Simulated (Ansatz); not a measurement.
HfN:

```
CELL_PARAMETERS angstrom
0.00000 2.25600 2.25600
2.25600 0.00000 2.25600
2.25600 2.25600 0.00000
ATOMIC_POSITIONS crystal
Hf 0.00000 0.00000 0.00000
N 0.50000 0.50000 0.50000
```

Base run:

| Quantity | Value |
| --- | --- |
| Program | Ansatz 0.2.0 |
| Functional | PBEsol |
| Potentials or basis | Ansatz PAW |
| Cutoff | 420 eV (not typed: the program's choice for these potentials) |
| k mesh | 10 × 10 × 10 |
| Occupations | fermi-dirac, width 0.05 eV |
| Spin | no spin polarisation |

Its results: band gap on the k mesh none (metal or under the smearing width); pressure -1.9 GPa.

Question: The run is repeated on the same cell with these changes: functional from PBEsol to HSE03; k mesh from 10 × 10 × 10 to 5 × 5 × 5. What comes out?

Answer: Band gap on the k mesh none (metal or under the smearing width); pressure 2.0 GPa.

Several settings changed at once, so the effect can't be laid on one alone.

Caveats: some runs use coarse meshes; spin-orbit coupling is left out, which moves the levels of the heavy elements; the PAW data sets come from PBE, with cores solved anew for the run's functional, which leaves a small shift of forces and pressure; the thresholds are loose for stress (some runs).
